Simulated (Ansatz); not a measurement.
**Cr: one crystal by all-electron and frozen-core methods**

The same cell of Cr is computed with all-electron LAPW, PAW with frozen cores and all-electron PAW on datasets made for the crystal, to set the results side by side. The cell is first relaxed from a guess with PAW; it needn't be the stable phase of this composition.

This is Cr in the hcp structure; at room conditions it is bcc.

Computed with Ansatz 0.2.0 (DFT PBE, scalar-relativistic, unless a step's input says otherwise).

### Step 1. The system as given

The structure is hexagonal, space group P6_3/mmc (No. 194). The conventional cell has a = 2.512 Å, b = 2.512 Å, c = 4.070 Å, α = 90.00°, β = 90.00°, γ = 120.00°. Around Cr (site symmetry -6m2) lie 12 Cr at 2.50 to 2.51 Å.

Coordinates:

```
Cr
1.0
     2.51233    0.00000    0.00000
    -1.25617    2.17574    0.00000
     0.00000    0.00000    4.06998
Cr
2
Cartesian
  0.0000 1.4505 1.0175
  1.2562 0.7252 3.0525
```

Atoms are numbered in the order of the input: Cr1, Cr2.

### Step 2. Cell and atoms relaxed first

The input, input.yaml:

```yaml
crystal:
  lattice:
    - [2.5123336524, 0.0, 0.0]
    - [-1.2561668262, 2.1757447658, 0.0]
    - [0.0, 0.0, 4.0699805169]
  atoms:
    - { symbol: Cr, position: [0.3333333333, 0.6666666667, 0.25], spin: 3.0 }
    - { symbol: Cr, position: [0.6666666667, 0.3333333333, 0.75], spin: 3.0 }
magnetization:
  spin_polarized: true
kpoints:
  mp_grid: { grid: [17, 17, 9] }
scf:
  occupations: { method: fermi_dirac, width: 0.05 }
hamiltonian:
  xc: pbe
  pseudopotentials: { kind: paw }
output:
  forces: true
  stress: true
  write_density: true
  write_potential: true
  elf: true
  volumetric_format: npy
relax:
  f_tol: 0.005
  max_steps: 80
  cell: {}
```

Command:

```sh
ansatz run input.yaml --threads 1 --pin off --max-ram 3072MiB --backend cpu --events-out ev --progress --plain --runs-dir out
```

Further steps of the session: All-electron LAPW; PAW with frozen cores; All-electron PAW on datasets made for the crystal.

Before running it: what results should come out? Wanted: pressure; gap; Bader charges.

**Answer**, as computed:

| quantity | value |
| --- | --- |
| pressure | LAPW -0.07, PAW 0.00, crystal datasets -0.06 GPa |
| gap (LAPW) | none |
| Bader charges (PAW) | Cr1 +0.00 e |

In words: The pressure is within half a GPa of zero, so the volume is close to equilibrium at this level. Bands cross the Fermi level: the crystal is a metal at this level. Cr 3d carries the largest share, 94 %, of the projected states within 0.3 eV of the Fermi level. The projection holds only the free atom's occupied shells (Cr 4s, Cr 3d in this range). The field gradient at Cr1, the largest by crystal datasets, is 1.16 by PAW and 1.23 by crystal datasets (10²¹ V/m²); frozen cores can miss part of the core's response. In pressure, PAW differs from LAPW by +0.07 GPa. LAPW took about 2.9 times as long as PAW (58 s against 20 s, on a shared host and with the outputs that each input asks for).
